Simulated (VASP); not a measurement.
# As in VASP: single point with PBEsol+D3(BJ)

Aim: the single point of As with PBEsol+D3(BJ).

Program: VASP 6.6.1. These are calculated values, not measurements. Logs are shortened: lines on timing, memory, paths and dates and some standing lists are left out, and cuts for length are marked.

## (1) The structure

The cell holds a slab with vacuum, 6 atoms: a = 6.094 Å, b = 6.094 Å, c = 22.720 Å, α = 90.00°, β = 90.00°, γ = 120.00°.

The cell was built by a generator and needn't be a form met in nature.

## (2) Single point, PBEsol+D3(BJ)

INCAR reads:

```
SYSTEM = As
PREC = Accurate
ENCUT = 520
EDIFF = 1E-6
ISMEAR = 0
SIGMA = 0.04
LREAL = .FALSE.
LASPH = .TRUE.
NELM = 100
ALGO = Fast
ISIF = 2
LWAVE = .FALSE.
LCHARG = .TRUE.
LDIPOL = .TRUE.
IDIPOL = 3
DIPOL = 0.5 0.5 0.636
GGA = PS
IVDW = 12
LELF = .TRUE.
LVHAR = .TRUE.
LVACPOTAV = .TRUE.
NBANDS = 24
```

KPOINTS reads:

```
Automatic mesh
0
G
  6 6 1
  0 0 0
```

POSCAR reads:

```
As
1.0
    6.0943568046      0.0000000000      0.0000000000
   -3.0471784023      5.2778678125      0.0000000000
    0.0000000000      0.0000000000     22.7200000000
As
6
Direct
    0.6666670000      0.6666670000      0.6057828305
    0.3362039906      0.9974960503      0.6057432024
    1.0051701980      0.3353104494      0.6057117290
    0.3360882389      0.3314275871      0.6671330360
    1.0008951454      0.6662694844      0.6670077746
    0.6710681578      1.0017798438      0.6671714002
```

Potentials or basis: VASP PAW PBE potentials, release 64 (As).

Launch:

```bash
cat potpaw_PBE.64/As/POTCAR > POTCAR
mpirun -np 1 vasp_std > vasp.out
```

OUTCAR:

```text
SYSTEM = As
   PREC = Accurate
   ENCUT = 520
   EDIFF = 1E-6
   ISMEAR = 0
   LREAL = .FALSE.
   LASPH = .TRUE.
   NELM = 100
   ISIF = 2
   GGA = PS
   IVDW = 12
 IVDW          = 12

 ion  position               nearest neighbor table
   1  0.667  0.667  0.606-   4 2.46   6 2.46   5 2.47
   2  0.336  0.997  0.606-   6 2.46   5 2.46   4 2.47
   3  0.005  0.335  0.606-   5 2.46   4 2.46   6 2.47
   4  0.336  0.331  0.667-   1 2.46   3 2.46   2 2.47
   5  0.001  0.666  0.667-   3 2.46   2 2.46   1 2.47
   6  0.671  0.002  0.667-   2 2.46   1 2.46   3 2.47

  LATTYP: Found a hexagonal cell.
 ALAT       =     6.0943568046
 C/A-ratio  =     3.7280390250

  Lattice vectors:

 A1 = (   6.0943568046,   0.0000000000,   0.0000000000)
 A2 = (  -3.0471784023,   5.2778678125,   0.0000000000)
 A3 = (   0.0000000000,   0.0000000000,  22.7200000000)

Analysis of symmetry for initial positions (statically):
=====================================================================
 Subroutine PRICEL returns:
 Original cell was already a primitive cell.

 Routine SETGRP: Setting up the symmetry group for a
 hexagonal supercell.

 Subroutine GETGRP returns: Found  1 space group operations
 (whereof  1 operations were pure point group operations)
 out of a pool of 24 trial point group operations.

The static configuration has the point symmetry C_1 .

Analysis of symmetry for dynamics (positions and initial velocities):
=====================================================================
 Subroutine PRICEL returns:
 Original cell was already a primitive cell.

 Routine SETGRP: Setting up the symmetry group for a
 hexagonal supercell.

 Subroutine GETGRP returns: Found  1 space group operations
 (whereof  1 operations were pure point group operations)
 out of a pool of 24 trial point group operations.

The dynamic configuration has the point symmetry C_1 .

 Subroutine INISYM returns: Found  1 space group operations
 (whereof  1 operations are pure point group operations),
 and found     1 'primitive' translations

----------------------------------------------------------------------------------------

                                     Primitive cell

  volume of cell :     730.7936

  direct lattice vectors                    reciprocal lattice vectors
     6.094356805  0.000000000  0.000000000     0.164086225  0.094735226  0.000000000
    -3.047178402  5.277867813  0.000000000     0.000000000  0.189470452  0.000000000
     0.000000000  0.000000000 22.720000000     0.000000000  0.000000000  0.044014085

  length of vectors
     6.094356805  6.094356805 22.720000000     0.189470452  0.189470452  0.044014085

  position of ions in fractional coordinates (direct lattice)
     0.666667000  0.666667000  0.605782830
     0.336203991  0.997496050  0.605743202
     0.005170198  0.335310449  0.605711729
     0.336088239  0.331427587  0.667133036
     0.000895145  0.666269484  0.667007775
     0.671068158  0.001779844  0.667171400

  ion indices of the primitive-cell ions
   primitive index   ion index
                 1           1
                 2           2
                 3           3
                 4           4
                 5           5
                 6           6

----------------------------------------------------------------------------------------

 KPOINTS: Automatic mesh

Automatic generation of k-mesh.
 Grid dimensions read from file:
 generate k-points for:    6    6    1

 Generating k-lattice:

  Cartesian coordinates                     Fractional coordinates (reciprocal lattice)
     0.027347704  0.015789204  0.000000000     0.166666667  0.000000000  0.000000000
     0.000000000  0.031578409  0.000000000     0.000000000  0.166666667  0.000000000
     0.000000000  0.000000000  0.044014085     0.000000000  0.000000000  1.000000000

  Length of vectors
     0.031578409  0.031578409  0.044014085

  Shift w.r.t. Gamma in fractional coordinates (k-lattice)
     0.000000000  0.000000000  0.000000000

 Subroutine IBZKPT returns following result:
 ===========================================

 Found     20 irreducible k-points:

 Following reciprocal coordinates:
            Coordinates               Weight
  0.000000  0.000000  0.000000      1.000000
  0.166667 -0.000000  0.000000      2.000000
  0.000000  0.166667  0.000000      2.000000
 -0.166667  0.166667  0.000000      2.000000
  0.333333  0.000000  0.000000      2.000000
  0.000000  0.333333  0.000000      2.000000
[... 12 lines left out ...]
  0.500000 -0.166667  0.000000      2.000000
  0.333333  0.333333  0.000000      2.000000
   k-points           NKPTS =     20   k-points in BZ     NKDIM =     20   number of bands    NBANDS=     24
   number of dos      NEDOS =    301   number of ions     NIONS =      6
   total plane-waves  NPLWV = 414720
   dimension x,y,z NGX =    48 NGY =   48 NGZ =  180
   dimension x,y,z NGXF=    96 NGYF=   96 NGZF=  360
   ions per type =               6
   NGX,Y,Z   is equivalent  to a cutoff of  13.09, 13.09, 13.17 a.u.
   NGXF,Y,Z  is equivalent  to a cutoff of  26.19, 26.19, 26.34 a.u.
 SYSTEM =  As
   PREC   = accura    normal or accurate (medium, high low for compatibility)
   ISTART =      0    job   : 0-new  1-cont  2-samecut
   ICHARG =      2    charge: 1-file 2-atom 10-const
   ISPIN  =      1    spin polarized calculation?
   LNONCOLLINEAR =      F non collinear calculations
   LSORBIT =      F    spin-orbit coupling
   LASPH  =      T    aspherical Exc in radial PAW
   ENCUT  =  520.0 eV  38.22 Ry    6.18 a.u.  11.33 11.33 42.24*2*pi/ulx,y,z
   NELM   =    100;   NELMIN=  2; NELMDL= -5     # of ELM steps
   EDIFF  = 0.1E-05   stopping-criterion for ELM
   LREAL  =      F    real-space projection
   EDIFFG = 0.1E-04   stopping-criterion for IOM
   NSW    =      0    number of steps for IOM
   IBRION =     -1    ionic relax: 0-MD 1-quasi-New 2-CG
   NFREE  =      0    steps in history (QN), initial steepest desc. (CG)
   ISIF   =      2    stress and relaxation
   ISYM   =      2    0-nonsym 1-usesym 2-fastsym
   POTIM  = 0.5000    time-step for ionic-motion
   TEBEG  =    0.0;   TEEND  =   0.0 temperature during run
   PSTRESS=    0.0 pullay stress
   NELECT =      30.0000    total number of electrons
   NUPDOWN=      -1.0000    fix difference up-down
   EMIN   =  10.00;   EMAX   =-10.00  energy-range for DOS
   EFERMI =   0.00;   METHOD = LEGACY
   ISMEAR =     0;   SIGMA  =   0.04  broadening in eV -4-tet -1-fermi 0-gaus
   EFERMI_NEDOS =   21; number of points for ismear=-14 and -15
   IALGO  =     68    algorithm
   IMIX   =      4    mixing-type and parameters
     AMIX     =   0.40;   BMIX     =  1.00
     AMIX_MAG =   1.60;   BMIX_MAG =  1.00
  volume/ion in A,a.u.               =     121.80       821.94
  Fermi-wavevector in a.u.,A,eV,Ry     =   0.564742  1.067208  4.339359  0.318934
  Thomas-Fermi vector in A             =   1.602430
   LORBIT       =      0    0 simple, 1 ext, 2 COOP (PROOUT), +10 PAW based schemes
   GGA     = PS    functional components
   LHFCALC =     F    Hartree Fock is set to
   AEXX    =    0.0000 exact exchange contribution
   IVDW    =    12    specifies the selected vdW correction
   LEPSILON=     F    determine dielectric tensor
   LRPA    =     F    only Hartree local field effects (RPA)
 non-spin polarized calculation
 RMM-DIIS sequential band-by-band and
 Gauss-broadening in eV      SIGMA  =   0.04
  energy-cutoff  :      520.00
  volume of cell :      730.79
 maximum number of plane-waves:     19725
 NGX is ok and might be reduce to    48
   NGX = 23   NGY = 23   NGZ = 85

 dipolmoment           0.000000      0.000000     -0.000001 electrons x Angstroem

 number of electron      30.0000001 magnetization

 dipolmoment           0.000000      0.000000      0.000020 electrons x Angstroem

 Free energy of the ion-electron system (eV)
  ---------------------------------------------------
  ext. energy  EPLUGINS =         0.00000000
  ---------------------------------------------------
  free energy    TOTEN  =       -30.02154779 eV

  energy without entropy =      -30.02154779  energy(sigma->0) =      -30.02154779

 E-fermi :  -3.3021     XC(G=0):  -2.3524

 val. band max:       -3.5179490455   @ k =   0.0000   0.0000   0.0000
 cond. band min:      -2.1225186948   @ k =   0.3333   0.3333   0.0000
 fundamental gap:      1.3954303507
 Fermi energy:        -3.3021242589

 k-point     1 :       0.0000    0.0000    0.0000
  band No.  band energies     occupation
      1     -17.5771      2.00000
      2     -13.7455      2.00000
      3     -13.7444      2.00000
      4     -13.7190      2.00000
      5     -13.7178      2.00000
      6     -10.9685      2.00000
[... 16 lines left out ...]
     23       1.0051      0.00000
     24       1.0124      0.00000

 k-point     2 :       0.1667   -0.0000    0.0000
  band No.  band energies     occupation
      1     -17.4451      2.00000
      2     -14.6229      2.00000
      3     -14.3856      2.00000
      4     -13.1598      2.00000
      5     -12.8704      2.00000
      6     -10.9293      2.00000
[... 16 lines left out ...]
     23       0.8012      0.00000
     24       1.4183      0.00000

 k-point     3 :       0.0000    0.1667    0.0000
  band No.  band energies     occupation
      1     -17.4451      2.00000
      2     -14.6229      2.00000
      3     -14.3857      2.00000
      4     -13.1597      2.00000
      5     -12.8705      2.00000
      6     -10.9293      2.00000
[... 16 lines left out ...]
     23       0.8014      0.00000
     24       1.4234      0.00000
[... 406 lines left out ...]
 k-point    19 :       0.5000   -0.1667    0.0000
  band No.  band energies     occupation
      1     -16.6711      2.00000
      2     -15.9381      2.00000
      3     -15.3147      2.00000
      4     -12.4233      2.00000
      5     -11.6322      2.00000
      6     -11.0301      2.00000
[... 16 lines left out ...]
     23       0.8922      0.00000
     24       1.0056      0.00000

 k-point    20 :       0.3333    0.3333    0.0000
  band No.  band energies     occupation
      1     -16.0733      2.00000
      2     -16.0588      2.00000
      3     -16.0554      2.00000
      4     -11.5748      2.00000
      5     -11.5729      2.00000
      6     -11.5642      2.00000
[... 16 lines left out ...]
     23       1.0817      0.00000
     24       1.0860      0.00000

------------------------ aborting loop because EDIFF is reached ----------------------------------------

 Edisp (eV)   -0.97440

 E8    (eV) :    -0.6511

  FORCE on cell =-STRESS in cart. coord.  units (eV):
  Direction    XX          YY          ZZ          XY          YZ          ZX
  --------------------------------------------------------------------------------------
  -------------------------------------------------------------------------------------
  Total       0.38424     0.38469     0.57858     0.00009    -0.00015    -0.00033
  in kB       0.84240     0.84338     1.26847     0.00020    -0.00034    -0.00072
  external pressure =        0.98 kB  Pullay stress =        0.00 kB

 VOLUME and BASIS-vectors are now :
 -----------------------------------------------------------------------------
  energy-cutoff  :      520.00
  volume of cell :      730.79
      direct lattice vectors                 reciprocal lattice vectors
     6.094356805  0.000000000  0.000000000     0.164086225  0.094735226  0.000000000
    -3.047178402  5.277867813  0.000000000     0.000000000  0.189470452  0.000000000
     0.000000000  0.000000000 22.720000000     0.000000000  0.000000000  0.044014085

 POSITION                                       TOTAL-FORCE (eV/Angst)
 -----------------------------------------------------------------------------------
      2.03145      3.51858     13.76339         0.085797     -0.000616     -0.142916
     -0.99060      5.26465     13.76249        -0.043031      0.070323     -0.140702
     -0.99024      1.76972     13.76177        -0.042518     -0.069582     -0.138787
      1.03832      1.74923     15.15726        -0.013313      0.011652      0.140189
     -2.02479      3.51648     15.15442         0.016583      0.005489      0.143198
      4.08431      0.00939     15.15813        -0.003517     -0.017267      0.139018
 -----------------------------------------------------------------------------------
    total drift:                                0.000168     -0.000004     -0.000304

  FREE ENERGIE OF THE ION-ELECTRON SYSTEM (eV)
  ---------------------------------------------------
  free  energy   TOTEN  =       -30.9959460802 eV

  energy  without entropy=      -30.9959460802  energy(sigma->0) =      -30.99594608

 vacuum level on the upper side and lower side of the slab         1.724         1.724
```

It took 14 min on 1 thread of Intel Xeon Platinum 8375C at 2.90GHz (Ice Lake), shared host; peak memory 0.93 GiB.

What came out:

```yaml
Free_energy: -30.9959 eV
Largest_force: 0.167 eV/Å
Band_gap_on_the_k_mesh: 1.40 eV
Dispersion_energy_per_atom: -0.162 eV
Ionisation_potential_of_the_upper_face: 5.24 eV
```

Forces on the atoms (eV/Å):
```
As   0.086 -0.001 -0.143
As  -0.043  0.070 -0.141
As  -0.043 -0.070 -0.139
As  -0.013  0.012  0.140
As   0.017  0.005  0.143
As  -0.004 -0.017  0.139
```

Levels at points of the mesh, in eV from the valence-band top:
| k point | band 13 | band 14 | band 15 | band 16 | band 17 | band 18 |
| --- | --- | --- | --- | --- | --- | --- |
| (0.00, 0.00, 0.00) | -0.89 | 0.00 | 0.00 | 1.66 | 1.68 | 2.15 |
| (0.50, 0.00, 0.00) | -1.87 | -0.60 | -0.60 | 1.82 | 2.68 | 2.69 |
| (0.00, 0.50, 0.00) | -1.87 | -0.61 | -0.60 | 1.82 | 2.68 | 2.69 |
| (0.50, 0.50, 0.00) | -1.87 | -0.60 | -0.60 | 1.82 | 2.68 | 2.69 |

Caveat: the PAW data sets were made with another functional, which shifts forces and pressure a little.
